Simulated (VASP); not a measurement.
# GaP (F-43m) in VASP: a series of runs

One crystal, GaP, is run at these levels: PBE; tasks: single point.

All numbers are computed with VASP 6.6.1; they aren't measurements. Logs are shortened: lines on timing, memory, paths and dates and some standing lists are left out, and cuts for length are marked.

## 1. Starting point

The structure is cubic, space group F-43m (No. 216). Conventional cell: a = 5.451 Å, b = 5.451 Å, c = 5.451 Å, α = 90.00°, β = 90.00°, γ = 90.00°. Ga (site symmetry -43m) has 4 P at 2.36 Å as nearest neighbours. P (site symmetry -43m) has 4 Ga at 2.36 Å as nearest neighbours.

## 2. Single point, PBE, spin-orbit coupling, no magnetisation

Contents of INCAR:

```
SYSTEM = GaP
ALGO     = Normal         ! electronic algorithm
EDIFF    = 1E-8           ! SCF threshold, eV
ENCUT    = 750            ! plane-wave cutoff, eV
GGA      = PE             ! functional
GGA_COMPAT= .FALSE.      
ISIF     = 2              ! what is computed and relaxed
ISMEAR   = 0              ! smearing method
LASPH    = .TRUE.         ! aspherical terms in the spheres
LCHARG   = .FALSE.        ! write CHGCAR
LORBIT   = 11             ! projections on sites
LREAL    = .FALSE.        ! projectors in reciprocal space
LSORBIT  = .TRUE.         ! spin-orbit coupling
LWAVE    = .FALSE.        ! write WAVECAR
MAGMOM   = 0 0 0 0 0 0    ! initial moments
NBANDS   = 34             ! bands
NELM     = 100            ! most SCF steps
PREC     = Accurate       ! precision mode
SIGMA    = 0.02           ! smearing width, eV
```

Contents of KPOINTS:

```
k-points
0
G
  10 10 10
  0 0 0
```

Contents of POSCAR:

```
GaP
1.0
    0.0000000000      2.7252500000      2.7252500000
    2.7252500000      0.0000000000      2.7252500000
    2.7252500000      2.7252500000      0.0000000000
Ga P
1 1
Direct
    0.0000000000      0.0000000000      0.0000000000
    0.7500000000      0.7500000000      0.7500000000
```

Potentials or basis: VASP PAW PBE potentials, release 64 (Ga_d, P).

Launch:

```sh
$ cat potpaw_PBE.64/Ga_d/POTCAR potpaw_PBE.64/P/POTCAR > POTCAR
$ mpirun -np 1 vasp_ncl > vasp.out
```

OUTCAR:

```text
SYSTEM = GaP
   EDIFF = 1E-8
   ENCUT = 750
   GGA = PE
   ISIF = 2
   ISMEAR = 0
   LASPH = .TRUE.
   LORBIT = 11
   LREAL = .FALSE.
   LSORBIT = .TRUE.
   NELM = 100
   PREC = Accurate

 ion  position               nearest neighbor table
   1  0.000  0.000  0.000-   2 2.36   2 2.36   2 2.36   2 2.36
   2  0.750  0.750  0.750-   1 2.36   1 2.36   1 2.36   1 2.36

  LATTYP: Found a face centered cubic cell.
 ALAT       =     5.4505000000

  Lattice vectors:

 A1 = (   0.0000000000,   2.7252500000,   2.7252500000)
 A2 = (   2.7252500000,   0.0000000000,   2.7252500000)
 A3 = (   2.7252500000,   2.7252500000,   0.0000000000)

Analysis of symmetry for initial positions (statically):
=====================================================================
 Subroutine PRICEL returns:
 Original cell was already a primitive cell.

 Routine SETGRP: Setting up the symmetry group for a
 face centered cubic supercell.

 Subroutine GETGRP returns: Found 24 space group operations
 (whereof 24 operations were pure point group operations)
 out of a pool of 48 trial point group operations.

The static configuration has the point symmetry T_d .

Analysis of symmetry for dynamics (positions and initial velocities):
=====================================================================
 Subroutine PRICEL returns:
 Original cell was already a primitive cell.

 Routine SETGRP: Setting up the symmetry group for a
 face centered cubic supercell.

 Subroutine GETGRP returns: Found 24 space group operations
 (whereof 24 operations were pure point group operations)
 out of a pool of 48 trial point group operations.

The dynamic configuration has the point symmetry T_d .

Analysis of structural, dynamic, and magnetic symmetry:
=====================================================================
 Subroutine PRICEL returns:
 Original cell was already a primitive cell.

 Routine SETGRP: Setting up the symmetry group for a
 face centered cubic supercell.

 Subroutine GETGRP returns: Found 24 space group operations
 (whereof 24 operations were pure point group operations)
 out of a pool of 48 trial point group operations.

The overall configuration has the point symmetry T_d .

 Subroutine INISYM returns: Found 24 space group operations
 (whereof 24 operations are pure point group operations),
 and found     1 'primitive' translations

----------------------------------------------------------------------------------------

                                     Primitive cell

  volume of cell :      40.4808

  direct lattice vectors                    reciprocal lattice vectors
     0.000000000  2.725250000  2.725250000    -0.183469406  0.183469406  0.183469406
     2.725250000  0.000000000  2.725250000     0.183469406 -0.183469406  0.183469406
     2.725250000  2.725250000  0.000000000     0.183469406  0.183469406 -0.183469406

  length of vectors
     3.854085511  3.854085511  3.854085511     0.317778334  0.317778334  0.317778334

  position of ions in fractional coordinates (direct lattice)
     0.000000000  0.000000000  0.000000000
     0.750000000  0.750000000  0.750000000

  ion indices of the primitive-cell ions
   primitive index   ion index
                 1           1
                 2           2

----------------------------------------------------------------------------------------

 KPOINTS: k-points

Automatic generation of k-mesh.
 Grid dimensions read from file:
 generate k-points for:   10   10   10

 Generating k-lattice:

  Cartesian coordinates                     Fractional coordinates (reciprocal lattice)
[... 77 lines left out ...]
   IALGO  =     38    algorithm
   IMIX   =      4    mixing-type and parameters
     AMIX     =   0.40;   BMIX     =  1.00
     AMIX_MAG =   1.60;   BMIX_MAG =  1.00
  volume/ion in A,a.u.               =      20.24       136.59
  Fermi-wavevector in a.u.,A,eV,Ry     =   1.249538  2.361284 21.243377  1.561344
  Thomas-Fermi vector in A             =   2.383574
   LORBIT       =     11    0 simple, 1 ext, 2 COOP (PROOUT), +10 PAW based schemes
   GGA     = PE    functional components
   LHFCALC =     F    Hartree Fock is set to
   AEXX    =    0.0000 exact exchange contribution
   IVDW    =     0    specifies the selected vdW correction
   LEPSILON=     F    determine dielectric tensor
   LRPA    =     F    only Hartree local field effects (RPA)
 Gauss-broadening in eV      SIGMA  =   0.02
  energy-cutoff  :      750.00
  volume of cell :       40.48
 maximum number of plane-waves:      3834
   NGX = 17   NGY = 17   NGZ = 17

 number of electron      18.0000000 magnetization       0.0000000      0.0000000      0.0000000

 number of electron      18.0000000 magnetization      -0.0000000     -0.0000000     -0.0000000

 number of electron      18.0000000 magnetization      -0.0000000      0.0000000      0.0000000

 number of electron      18.0000000 magnetization       0.0000000     -0.0000000     -0.0000000

 Free energy of the ion-electron system (eV)
  ---------------------------------------------------
  ext. energy  EPLUGINS =         0.00000000
  ---------------------------------------------------
  free energy    TOTEN  =        -9.12441328 eV

  energy without entropy =       -9.12441328  energy(sigma->0) =       -9.12441328

 E-fermi :   4.8585     XC(G=0):  -9.8333

 val. band max:        4.6782771749   @ k =   0.0000   0.0000   0.0000
 cond. band min:       6.2555651870   @ k =   0.4000   0.4000   0.0000
 fundamental gap:      1.5772880121
 Fermi energy:         4.8584951515

 k-point     1 :       0.0000    0.0000    0.0000
  band No.  band energies     occupation
      1     -10.1369      1.00000
      2     -10.1369      1.00000
      3     -10.1369      1.00000
      4     -10.1369      1.00000
      5      -9.7191      1.00000
      6      -9.7191      1.00000
[... 781 lines left out ...]
     29      14.3858      0.00000
     30      14.3935      0.00000

 [... further k-points ...]

 [bands above 30 left out]

------------------------ aborting loop because EDIFF is reached ----------------------------------------

  FORCE on cell =-STRESS in cart. coord.  units (eV):
  Direction    XX          YY          ZZ          XY          YZ          ZX
  --------------------------------------------------------------------------------------
  -------------------------------------------------------------------------------------
  Total        0.6253112      0.6253112      0.6253112     -0.0000000     -0.0000000      0.0000000
  in kB       24.7490038     24.7490038     24.7490038     -0.0000000     -0.0000000      0.0000000
  external PRESSURE =      24.7490038 kB  Pullay stress =       0.0000000 kB

 VOLUME and BASIS-vectors are now :
 -----------------------------------------------------------------------------
  energy-cutoff  :      750.00
  volume of cell :       40.48
      direct lattice vectors                 reciprocal lattice vectors
     0.000000000  2.725250000  2.725250000    -0.183469406  0.183469406  0.183469406
     2.725250000  0.000000000  2.725250000     0.183469406 -0.183469406  0.183469406
     2.725250000  2.725250000  0.000000000     0.183469406  0.183469406 -0.183469406

 POSITION                                       TOTAL-FORCE (eV/Angst)
 -----------------------------------------------------------------------------------
      0.00000      0.00000      0.00000        -0.000000     -0.000000     -0.000000
      4.08788      4.08788      4.08788         0.000000      0.000000      0.000000
 -----------------------------------------------------------------------------------
    total drift:                               -0.000000     -0.000000     -0.000000

  FREE ENERGIE OF THE ION-ELECTRON SYSTEM (eV)
  ---------------------------------------------------
  free  energy   TOTEN  =        -9.1244132819 eV

  energy  without entropy=       -9.1244132819  energy(sigma->0) =       -9.12441328

 Spin-Orbit-Coupling matrix elements

 Ion:    1  E_soc:     -0.0116991
 l=   1
     0.0000000    -0.0010970    -0.0010970
    -0.0010970     0.0000000    -0.0010970
    -0.0010970    -0.0010970     0.0000000
 l=   2
     0.0000000    -0.0001737     0.0000000    -0.0001737    -0.0006792
    -0.0001737     0.0000000    -0.0005094    -0.0001737    -0.0001698
     0.0000000    -0.0005094     0.0000000    -0.0005094     0.0000000
    -0.0001737    -0.0001737    -0.0005094     0.0000000    -0.0001698
    -0.0006792    -0.0001698     0.0000000    -0.0001698     0.0000000
 l=   3
     0.0000000     0.0000000     0.0000000     0.0000000     0.0000000     0.0000000     0.0000000
     0.0000000     0.0000000     0.0000000     0.0000000     0.0000000     0.0000000     0.0000000
     0.0000000     0.0000000     0.0000000     0.0000000     0.0000000     0.0000000     0.0000000
     0.0000000     0.0000000     0.0000000     0.0000000     0.0000000     0.0000000     0.0000000
     0.0000000     0.0000000     0.0000000     0.0000000     0.0000000     0.0000000     0.0000000
     0.0000000     0.0000000     0.0000000     0.0000000     0.0000000     0.0000000     0.0000000
     0.0000000     0.0000000     0.0000000     0.0000000     0.0000000     0.0000000     0.0000000

 Ion:    2  E_soc:     -0.0008961
 l=   1
     0.0000000    -0.0001493    -0.0001493
    -0.0001493     0.0000000    -0.0001493
    -0.0001493    -0.0001493     0.0000000
 l=   2
     0.0000000     0.0000000     0.0000000     0.0000000     0.0000000
     0.0000000     0.0000000     0.0000000     0.0000000     0.0000000
     0.0000000     0.0000000     0.0000000     0.0000000     0.0000000
     0.0000000     0.0000000     0.0000000     0.0000000     0.0000000
     0.0000000     0.0000000     0.0000000     0.0000000     0.0000000
 l=   3
     0.0000000     0.0000000     0.0000000     0.0000000     0.0000000     0.0000000     0.0000000
     0.0000000     0.0000000     0.0000000     0.0000000     0.0000000     0.0000000     0.0000000
     0.0000000     0.0000000     0.0000000     0.0000000     0.0000000     0.0000000     0.0000000
     0.0000000     0.0000000     0.0000000     0.0000000     0.0000000     0.0000000     0.0000000
     0.0000000     0.0000000     0.0000000     0.0000000     0.0000000     0.0000000     0.0000000
     0.0000000     0.0000000     0.0000000     0.0000000     0.0000000     0.0000000     0.0000000
     0.0000000     0.0000000     0.0000000     0.0000000     0.0000000     0.0000000     0.0000000

 total charge

# of ion       s       p       d       tot
------------------------------------------
    1        0.862   0.849  10.012  11.723
    2        1.021   1.524   0.000   2.545
--------------------------------------------------
tot          1.882   2.373  10.012  14.267

 magnetization (x)

# of ion       s       p       d       tot
------------------------------------------
    1        0.000  -0.000   0.000  -0.000
    2        0.000   0.000   0.000   0.000
--------------------------------------------------
tot          0.000  -0.000   0.000  -0.000

 magnetization (y)

# of ion       s       p       d       tot
------------------------------------------
    1        0.000   0.000   0.000   0.000
    2       -0.000   0.000   0.000  -0.000
--------------------------------------------------
tot         -0.000   0.000   0.000   0.000

 magnetization (z)

# of ion       s       p       d       tot
------------------------------------------
    1        0.000   0.000   0.000   0.000
    2        0.000   0.000   0.000   0.000
--------------------------------------------------
tot          0.000   0.000   0.000   0.000
```

Run time: 4.8 min. Hardware: 1 thread of Intel Xeon 6975P-C (Granite Rapids), shared host; peak memory 0.52 GiB.

Results:

```yaml
Free_energy: -9.1244 eV
Pressure: 2.5 GPa
Valence_electrons_inside_the_program's_atomic_spheres: Ga 11.72; P 2.54
```

## 3. Single point, PBE, spin-orbit coupling, no magnetisation

Changes to INCAR since step 2:

```diff
@@ -2,4 +2,4 @@
 ALGO     = Normal         ! electronic algorithm
-EDIFF    = 1E-8           ! SCF threshold, eV
-ENCUT    = 750            ! plane-wave cutoff, eV
+EDIFF    = 1E-7           ! SCF threshold, eV
+ENCUT    = 650            ! plane-wave cutoff, eV
 GGA      = PE             ! functional
```

Contents of KPOINTS:

```
k-points
0
G
  9 9 9
  0 0 0
```

POSCAR is that of step 2.

Potentials or basis: VASP PAW PBE potentials, release 64 (Ga_d, P).

Launch:

```sh
$ cat potpaw_PBE.64/Ga_d/POTCAR potpaw_PBE.64/P/POTCAR > POTCAR
$ mpirun -np 1 vasp_ncl > vasp.out
```

Wall time 89 s (1 thread of Intel Xeon 6975P-C (Granite Rapids), shared host); peak memory 0.39 GiB.

These settings aren't checked as converged: the numbers below hold their error.

What came out:

* Free energy: -9.1237 eV
* Pressure: 2.4 GPa
* Valence electrons inside the program's atomic spheres: Ga 11.72; P 2.54

## 4. For comparison

An earlier run on the cell as given: functional PBE; potentials or basis VASP PAW PBE potentials, release 64 (Ga_d, P); cutoff 520 eV; k mesh 8 × 8 × 8; occupations fermi-dirac, width 0.05 eV; no spin polarisation.

* Pressure: 2.5 GPa
* Band gap on the k mesh: 1.64 eV, indirect (least direct gap 1.83 eV)
